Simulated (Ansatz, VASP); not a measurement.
Cu: VASP beside Ansatz

```
Cu
1.0
     0.00000    1.79243    1.79243
     1.79243    0.00000    1.79243
     1.79243    1.79243    0.00000
Cu
1
Cartesian
  0.0000 0.0000 0.0000
```

Alike in both runs: task single point; functional PBE; dispersion D4; k mesh 13 × 13 × 13; occupations methfessel-paxton of order 1, width 0.05 eV; no spin polarisation.

```csv
,VASP,Ansatz
version,VASP 6.6.1,Ansatz 0.2.0
potentials or method,"VASP PAW PBE potentials, release 64 (Cu)",Ansatz PAW earlier set
plane-wave cutoff (eV),520,1050
valence electrons in the cell,11,19
```

Ansatz gave:

| Property | Result |
| --- | --- |
| gap on the k mesh at the Fermi level (eV) | none |
| pressure (GPa) | -1.7 |
| dispersion energy (meV/atom) | -573.8 |

Estimate VASP's values.

gap on the k mesh at the Fermi level (eV): none; pressure (GPa): -1.1; dispersion energy (meV/atom): -573.8.

A gap of «none» marks a metal or a gap that the smearing closes. The two sets of potentials don't hold the same shells in valence.

Caveats: pairwise dispersion overbinds metals, which lowers pressure and volume.
